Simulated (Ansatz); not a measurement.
Level of theory: DFT PBE, scalar-relativistic, plane waves, PAW (Ansatz). All cells share a 420 eV cutoff and Γ-centred k meshes spaced at most about 0.3 Å⁻¹ (about 0.25 or finer for metals, 2π included). Spin is collinear in cells that carry moments; the others ran without spin or lost their moments.

Temperature and zero-point effects are left out.

Two relaxed structures of Zn2O5:

A. (no moments)

```xyz
7
Lattice="3.1728 0.0000 0.0000 -1.5864 2.7478 0.0000 0.0000 0.0000 8.7645" Properties=species:S:1:pos:R:3 pbc="T T T"
Zn    0.0000    1.8318    1.2320
Zn    1.5864    0.9159    7.5325
O     1.5864    0.9159    2.2821
O     1.5864    0.9159    3.6438
O     0.0000    1.8318    6.4825
O     0.0000    1.8318    5.1207
O     0.0000    0.0000    0.0000
```

B. (opposed moments near 0.6 μB on the magnetic atoms, averaged by element; signs in the order of the file 0 0 0 0 0 0 0 0 + + + + − −)

```xyz
14
Lattice="3.3935 0.0000 0.0000 -1.6967 2.9388 0.0000 0.0000 0.0000 23.7838" Properties=species:S:1:pos:R:3 pbc="T T T"
Zn    1.6967    0.9796   20.2879
Zn    0.0000    1.9592    3.4959
Zn    1.6967    0.9796    1.1957
Zn    0.0000    1.9592   22.5881
O     0.0000    1.9592   20.2353
O     1.6967    0.9796    3.5485
O     0.0000    1.9592    1.1788
O     1.6967    0.9796   22.6050
O     1.6967    0.9796   16.5970
O     1.6967    0.9796   15.3784
O     0.0000    1.9592    7.1868
O     0.0000    1.9592    8.4054
O     0.0000    0.0000   11.2827
O     0.0000    0.0000   12.5011
```

**Question.** Which is lower in energy, and by how much?

**Answer.** B is lower, by 0.38 eV/atom. A has space group P-3m1 (No. 164), 10.9 Å³/atom and no gap on its mesh; B has space group P-3m1 (No. 164), 16.9 Å³/atom and a gap of 0.35 eV. Counting O atoms around Zn (those within 1.25 times the shortest such distance or 1.15 times the sum of covalent radii; a plus sign parts nearer from farther groups; a slash parts the counts of unlike sites), A has Zn 6 and B has Zn 3+1/3+2. A and B both hold O–O pairs. Their magnetic states differ too, which can make part of the margin. Both come from invented guesses.

No dispersion correction is applied, so the spacing and binding between layers, chains or molecules are poorly described (P-3m1 at 10.9 Å³/atom, P-3m1 at 16.9 Å³/atom), and this can change margins and order among such cells. Kohn–Sham gaps at this level usually fall short of measured ones. Another magnetic order may lie lower. Cells relaxed within their symmetry can be saddle points.
